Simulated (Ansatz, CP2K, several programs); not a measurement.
Energy against volume for ZnSnN2 as one 8-atom ordering (P-4m2) on the zincblende lattice, at fixed shape and fractional coordinates, computed by several methods (PBE and r2SCAN, where shown, with plane waves in Ansatz); the cell shown is that of r2SCAN. With free coordinates or axes held, a curve is too stiff, and on another method's shape its minimum isn't the method's own volume. The symmetry is P-4m2 (No. 115, tetragonal); conventional cell a = 3.481 Å, c = 9.033 Å, 13.68 Å³ an atom. Zn is surrounded by 4 N at 1.94–2.19 Å; N is surrounded by 4 Zn at 1.94 Å; N is surrounded by 2 Sn at 2.01 Å and 2 Zn at 2.19 Å; Sn is surrounded by 4 N at 2.01–2.18 Å; N is surrounded by 4 Sn at 2.18 Å. The structure was generated, not taken from experiment, and needn't be the ground state; spin polarisation is off. Energies count from each curve's lowest point; fits are third-order Birch-Murnaghan.

```cif
data_structure
_symmetry_space_group_name_H-M 'P-4m2'
_symmetry_Int_Tables_number 115
_cell_length_a 3.4806
_cell_length_b 3.4806
_cell_length_c 9.0328
_cell_angle_alpha 90.000
_cell_angle_beta 90.000
_cell_angle_gamma 90.000
_cell_volume 109.43
loop_
_atom_site_label
_atom_site_type_symbol
_atom_site_symmetry_multiplicity
_atom_site_Wyckoff_symbol
_atom_site_fract_x
_atom_site_fract_y
_atom_site_fract_z
_atom_site_occupancy
Zn1 Zn 2 g 0.50000 0.00000 0.90443 1
N1 N 1 b 0.50000 0.50000 0.00000 1
N2 N 2 e 0.00000 0.00000 0.24326 1
Sn1 Sn 2 g 0.50000 0.00000 0.35530 1
N3 N 1 c 0.50000 0.50000 0.50000 1
```

**Question.** PBE/DZVP (CP2K), on the shape of the cell shown, gives
```csv
V (Å³/atom),E (meV/atom)
12.037,207.71
12.858,78.73
13.679,16.16
14.499,0.00
15.320,18.79
```
What equilibrium volume and bulk modulus follow?

**Answer.** V₀ = 14.42 Å³ an atom and B₀ = 120 GPa.

**Question.** PBE, on the shape of its own relaxed cell, gives
```csv
V (Å³/atom),E (meV/atom)
13.319,23.40
13.744,5.57
14.169,0.00
14.594,4.88
15.019,18.49
```
What equilibrium volume and bulk modulus follow?

**Answer.** V₀ = 14.17 Å³ an atom and B₀ = 130 GPa.

**Question.** r2SCAN, on the shape of its own relaxed cell, gives

| V (Å³/atom) | E (meV/atom) |
| --- | --- |
| 12.858 | 26.06 |
| 13.268 | 6.17 |
| 13.679 | 0.00 |
| 14.089 | 5.42 |
| 14.499 | 20.65 |

What equilibrium volume and bulk modulus follow?

**Answer.** V₀ = 13.68 Å³ an atom and B₀ = 150 GPa.

**Question.** PBE/SZV (CP2K), on the shape of the cell shown, gives

| V (Å³/atom) | E (meV/atom) |
| --- | --- |
| 12.037 | 281.40 |
| 12.858 | 123.38 |
| 13.679 | 36.57 |
| 14.499 | 0.00 |
| 15.320 | 1.52 |

What equilibrium volume and bulk modulus follow?

**Answer.** V₀ = 14.87 Å³ an atom and B₀ = 114 GPa.

light PBE (260 eV, its own mesh), on the shape of the cell shown:

| V (Å³/atom) | E (meV/atom) |
| --- | --- |
| 12.584 | 109.50 |
| 13.132 | 48.02 |
| 13.679 | 19.10 |
| 14.226 | 0.00 |
| 14.773 | 10.64 |
| 15.320 | 50.06 |

The points scatter about a smooth fit, as a low cutoff and a light mesh can make them, so no fit is quoted.
